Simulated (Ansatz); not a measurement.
# Band structure of Mo

```yaml
crystal:
  lattice:
    - [0.00000, 2.84404, 2.84404]
    - [2.84404, 0.00000, 2.84404]
    - [2.84404, 2.84404, 0.00000]
  atoms:
    - { symbol: Mo, position: [0.00000, 0.00000, 0.00000] }
    - { symbol: Mo, position: [0.25000, 0.25000, 0.25000] }
```

Atom numbers follow the list: Mo1, Mo2.

Conventional cell: a = 5.688 Å, b = 5.688 Å, c = 5.688 Å, α = 90.00°, β = 90.00°, γ = 90.00°. Mo (atom 1) has 4 Mo at 2.46 Å as nearest neighbours.

The cell was built from the diamond type and relaxed in the same program, and has space group Fd-3m; it needn't be a known or the stable phase.

Level of theory: Ansatz 0.2.0, DFT, PBE, all-electron LAPW, scalar-relativistic.

Settings: a Γ-centred 11×11×11 k mesh, Fermi–Dirac smearing of 0.05 eV, basis error target 0.25 meV/atom, no spin polarisation.

Points in fractions of the reciprocal vectors of this cell: Γ (0, 0, 0), X (0.5, 0, 0.5), U (0.625, 0.25, 0.625), K (0.375, 0.375, 0.75), L (0.5, 0.5, 0.5), W (0.5, 0.25, 0.75). The path joins them by straight lines in the order Γ–X–U–K–Γ–L–W–X; legs that retrace an earlier one aren't tabulated. Energies are in eV from the Fermi level.

**Question.** Metal or insulator at this level of theory?

**Answer.** No gap opens: metallic or semimetallic.

**Question.** Tabulate bands 28 to 35, counted from the lowest band of the run, along the path.

**Answer.** 
```json
{"k (1/Å)": "0.00", "point": "Γ", "band 28": "-2.20", "band 29": "-2.20", "band 30": "-1.34", "band 31": "-1.34", "band 32": "-1.34", "band 33": "1.30", "band 34": "1.30", "band 35": "1.30"}
{"k (1/Å)": "0.28", "point": "", "band 28": "-2.61", "band 29": "-2.01", "band 30": "-1.33", "band 31": "-1.33", "band 32": "-0.85", "band 33": "0.58", "band 34": "1.40", "band 35": "1.40"}
{"k (1/Å)": "0.55", "point": "", "band 28": "-3.09", "band 29": "-1.46", "band 30": "-1.37", "band 31": "-1.37", "band 32": "-0.73", "band 33": "-0.13", "band 34": "1.87", "band 35": "1.87"}
{"k (1/Å)": "0.83", "point": "", "band 28": "-2.46", "band 29": "-1.48", "band 30": "-1.48", "band 31": "-1.28", "band 32": "-0.57", "band 33": "0.35", "band 34": "1.85", "band 35": "2.88"}
{"k (1/Å)": "1.10", "point": "X", "band 28": "-3.00", "band 29": "-1.54", "band 30": "-1.54", "band 31": "-0.03", "band 32": "-0.03", "band 33": "0.57", "band 34": "0.57", "band 35": "3.94"}
{"k (1/Å)": "1.20", "point": "", "band 28": "-2.97", "band 29": "-1.57", "band 30": "-1.46", "band 31": "-0.05", "band 32": "-0.02", "band 33": "0.54", "band 34": "0.57", "band 35": "3.96"}
{"k (1/Å)": "1.30", "point": "", "band 28": "-2.91", "band 29": "-1.65", "band 30": "-1.25", "band 31": "-0.10", "band 32": "0.02", "band 33": "0.46", "band 34": "0.55", "band 35": "4.02"}
{"k (1/Å)": "1.40", "point": "", "band 28": "-2.80", "band 29": "-1.78", "band 30": "-1.04", "band 31": "-0.20", "band 32": "0.15", "band 33": "0.36", "band 34": "0.53", "band 35": "3.91"}
{"k (1/Å)": "1.50", "point": "U", "band 28": "-2.67", "band 29": "-1.94", "band 30": "-0.95", "band 31": "-0.34", "band 32": "0.26", "band 33": "0.41", "band 34": "0.52", "band 35": "3.20"}
{"k (1/Å)": "1.66", "point": "", "band 28": "-2.79", "band 29": "-1.71", "band 30": "-0.96", "band 31": "-0.45", "band 32": "-0.01", "band 33": "0.52", "band 34": "0.60", "band 35": "3.08"}
{"k (1/Å)": "1.83", "point": "", "band 28": "-2.95", "band 29": "-1.42", "band 30": "-0.98", "band 31": "-0.60", "band 32": "-0.19", "band 33": "0.56", "band 34": "0.63", "band 35": "3.18"}
{"k (1/Å)": "2.00", "point": "", "band 28": "-2.79", "band 29": "-1.71", "band 30": "-0.96", "band 31": "-0.45", "band 32": "-0.01", "band 33": "0.52", "band 34": "0.60", "band 35": "3.08"}
{"k (1/Å)": "2.17", "point": "K", "band 28": "-2.67", "band 29": "-1.94", "band 30": "-0.95", "band 31": "-0.34", "band 32": "0.26", "band 33": "0.41", "band 34": "0.52", "band 35": "3.20"}
{"k (1/Å)": "2.46", "point": "", "band 28": "-2.44", "band 29": "-2.20", "band 30": "-1.39", "band 31": "-0.89", "band 32": "0.02", "band 33": "0.56", "band 34": "0.99", "band 35": "2.14"}
{"k (1/Å)": "2.76", "point": "", "band 28": "-2.66", "band 29": "-2.08", "band 30": "-1.63", "band 31": "-1.12", "band 32": "-0.32", "band 33": "0.37", "band 34": "0.79", "band 35": "1.87"}
{"k (1/Å)": "3.05", "point": "", "band 28": "-2.49", "band 29": "-2.20", "band 30": "-1.35", "band 31": "-1.21", "band 32": "-0.90", "band 33": "0.77", "band 34": "1.13", "band 35": "1.41"}
{"k (1/Å)": "3.34", "point": "Γ", "band 28": "-2.20", "band 29": "-2.20", "band 30": "-1.34", "band 31": "-1.34", "band 32": "-1.34", "band 33": "1.30", "band 34": "1.30", "band 35": "1.30"}
{"k (1/Å)": "3.58", "point": "", "band 28": "-2.32", "band 29": "-2.32", "band 30": "-1.35", "band 31": "-1.12", "band 32": "-1.12", "band 33": "0.95", "band 34": "1.26", "band 35": "1.26"}
{"k (1/Å)": "3.82", "point": "", "band 28": "-2.38", "band 29": "-2.38", "band 30": "-1.34", "band 31": "-0.95", "band 32": "-0.95", "band 33": "0.21", "band 34": "1.37", "band 35": "1.37"}
{"k (1/Å)": "4.06", "point": "", "band 28": "-2.21", "band 29": "-2.21", "band 30": "-1.52", "band 31": "-1.24", "band 32": "-1.24", "band 33": "-0.03", "band 34": "1.88", "band 35": "1.88"}
{"k (1/Å)": "4.30", "point": "L", "band 28": "-2.14", "band 29": "-1.95", "band 30": "-1.95", "band 31": "-1.59", "band 32": "-1.59", "band 33": "0.34", "band 34": "2.27", "band 35": "2.27"}
{"k (1/Å)": "4.50", "point": "", "band 28": "-2.34", "band 29": "-1.92", "band 30": "-1.85", "band 31": "-1.33", "band 32": "-1.08", "band 33": "0.49", "band 34": "1.99", "band 35": "2.14"}
{"k (1/Å)": "4.69", "point": "", "band 28": "-2.68", "band 29": "-1.73", "band 30": "-1.42", "band 31": "-0.97", "band 32": "-0.55", "band 33": "0.78", "band 34": "1.32", "band 35": "2.19"}
{"k (1/Å)": "4.89", "point": "", "band 28": "-2.95", "band 29": "-1.42", "band 30": "-0.98", "band 31": "-0.60", "band 32": "-0.19", "band 33": "0.56", "band 34": "0.63", "band 35": "3.18"}
{"k (1/Å)": "5.08", "point": "W", "band 28": "-3.12", "band 29": "-1.08", "band 30": "-1.08", "band 31": "-0.05", "band 32": "-0.05", "band 33": "0.20", "band 34": "0.20", "band 35": "4.42"}
{"k (1/Å)": "5.22", "point": "", "band 28": "-3.10", "band 29": "-1.16", "band 30": "-1.16", "band 31": "-0.06", "band 32": "-0.06", "band 33": "0.28", "band 34": "0.28", "band 35": "4.28"}
{"k (1/Å)": "5.36", "point": "", "band 28": "-3.06", "band 29": "-1.33", "band 30": "-1.33", "band 31": "-0.05", "band 32": "-0.05", "band 33": "0.42", "band 34": "0.42", "band 35": "4.11"}
{"k (1/Å)": "5.50", "point": "", "band 28": "-3.02", "band 29": "-1.48", "band 30": "-1.48", "band 31": "-0.04", "band 32": "-0.04", "band 33": "0.53", "band 34": "0.53", "band 35": "3.98"}
{"k (1/Å)": "5.63", "point": "X", "band 28": "-3.00", "band 29": "-1.54", "band 30": "-1.54", "band 31": "-0.03", "band 32": "-0.03", "band 33": "0.57", "band 34": "0.57", "band 35": "3.94"}
```
